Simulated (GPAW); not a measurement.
Here is a GPAW 26.7.0 calculation.

The input run.py:

```python
from ase import Atoms
from ase.dft.bandgap import bandgap
from ase.io import write
from ase.units import GPa
from gpaw import GPAW, PW

atoms = Atoms(['Mo', 'S', 'S'],
              cell=[[1.58, 0.9122134253, 6.15],
                    [-1.58, 0.9122134253, 6.15],
                    [0.0, -1.8244268506, 6.15]],
              scaled_positions=[[0.0, 0.0, 0.0],
                                [0.417, 0.417, 0.417],
                                [0.25, 0.25, 0.25]],
              pbc=True)

calc = GPAW(mode=PW(450),
            xc='PBE',
            kpts={'size': (8, 8, 8), 'gamma': True},
            occupations={'name': 'fermi-dirac', 'width': 0.05},
            nbands=25,
            maxiter=120,
            txt='gpaw.txt')
atoms.calc = calc
energy = atoms.get_potential_energy()
forces = atoms.get_forces()
stress = atoms.get_stress()
calc.write('gs.gpw')
write('result.traj', atoms)
print(f'Energy: {energy:.6f} eV')
print('Forces (eV/A):')
print(forces.round(4))
print('Stress (GPa):', (stress / GPa).round(3))
print('Fermi level:', round(calc.get_fermi_level(), 4), 'eV')
print(f'Gap: {bandgap(calc)[0]:.4f} eV, direct: {bandgap(calc, direct=True)[0]:.4f} eV')
```

Potentials or basis: GPAW PAW data sets (gpaw-data 1.2.1), pw.

Command:

```bash
$ OMP_NUM_THREADS=1 python run.py
```

Estimate the largest force.

0.529 eV/Å.

Estimate the pressure.

5.1 GPa.

Stress tensor (GPa, compression positive):
```
4.30 0.00 0.00
0.00 4.30 0.00
0.00 0.00 6.73
```

Caveat: the cutoff is short for stress and forces, so pressures can be off by a GPa or more; the program warned that so skewed a cell can give wrong results.
